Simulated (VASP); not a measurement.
Wanted: the native input for a VASP 6.6.1 run.

* Task: relaxation of cell and atoms
* Functional: PBE
* Potentials or basis: VASP PAW PBE potentials, release 64 (Cs_sv, I)
* Cutoff: 600 eV
* k mesh: 6 × 6 × 6
* Occupations: gaussian, width 0.02 eV
* Spin: no spin polarisation
* Dipole correction: no
* Further INCAR settings: ALGO = Fast; EDIFF = 1e-06; IBRION = 2; EDIFFG = -0.005; NSW = 100; ISIF = 3

The structure of CsI lies in POSCAR:

```
CsI
1.0
    4.5667000000      0.0000000000      0.0000000000
    0.0000000000      4.5667000000      0.0000000000
    0.0000000000      0.0000000000      4.5667000000
Cs I
1 1
Direct
    0.0000000000      0.0000000000      0.0000000000
    0.5000000000      0.5000000000      0.5000000000
```

These files were run (other wordings do the same):

INCAR

```
SYSTEM = CsI
  PREC = Accurate
  ENCUT = 600
  EDIFF = 1E-6
  ISMEAR = 0
  SIGMA = 0.02
  LREAL = .False.
  LASPH = .True.
  NELM = 100
  ALGO = Fast
  ISIF = 3
  LWAVE = .False.
  LCHARG = .False.
  GGA = PE
  IBRION = 2
  NSW = 100
  EDIFFG = -0.005
```

KPOINTS

```
regular mesh
0
Gamma
  6 6 6
  0 0 0
```

Potentials or basis: VASP PAW PBE potentials, release 64 (Cs_sv, I).

The run is started by

```sh
$ cat potpaw_PBE.64/Cs_sv/POTCAR potpaw_PBE.64/I/POTCAR > POTCAR
$ mpirun -np 1 vasp_std > vasp.out
```

Results of the run:

The relaxed volume is 50.87 Å³/atom. The relaxed cell is a = 4.668 Å, b = 4.668 Å, c = 4.668 Å, α = 90.00°, β = 90.00°, γ = 90.00° and the space group after relaxing (to 0.05 Å) is Pm-3m (No. 221). The energy gained by relaxing is 7.6 meV/atom. The ionic steps are 8 and the pressure after relaxing is 0.0 GPa. The band gap on the k mesh is 3.67 eV, indirect (least direct gap 3.77 eV).

Caveat: spin-orbit coupling is left out, which moves the levels of the heavy elements.

It took 44 s on 1 thread of Intel(R) Xeon(R) 6975P-C (Granite Rapids) (shared host), peak memory 0.23 GiB.
